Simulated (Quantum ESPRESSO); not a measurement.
Ni in Quantum ESPRESSO: the effect of target pressure

The system is Ni.

```
CELL_PARAMETERS angstrom
0.00000 1.73757 1.73757
1.73757 0.00000 1.73757
1.73757 1.73757 0.00000
ATOMIC_POSITIONS crystal
Ni 0.00000 0.00000 0.00000
```

Alike in all runs:

```yaml
Program: Quantum ESPRESSO 7.5
Task: phonons
Functional: PBEsol
Potentials_or_basis: GBRV 1.5 PBEsol
Cutoff: 612 eV
Density_cutoff: 4898 eV
k_mesh: 9 × 9 × 9
Occupations: cold, width 0.2 eV
Spin: collinear spin, ferromagnetic start
Starting_moments: "[1.0] μB"
```

Each run relaxes the cell or the atoms first.

```tsv
target pressure	relaxed volume (Å³/atom)	highest phonon frequency (cm⁻¹)
0 GPa	?	?
5 GPa	10.13	369
10 GPa	9.95	382
20 GPa	9.63	403
```

Problem. What does the run with target pressure 0 GPa give?

Solution. Relaxed volume 10.33 Å³/atom; highest phonon frequency 354 cm⁻¹.

Worked out: A straight line through the other rows of the relaxed volume, of slope -0.0331 Å³/atom per GPa, extrapolates to 10.29 Å³/atom, against the run's 10.33. A straight line through the other rows of the highest phonon frequency, of slope 2.24 cm⁻¹ per GPa, extrapolates to 358 cm⁻¹, against the run's 354.

Caveats: the mesh is thin for the phonons of a metal; the q point doesn't lie on the k mesh, which can shift a metal's frequencies strongly unless the mesh is converged; the cell is more than 3 GPa from zero pressure, which shifts response properties (some runs).
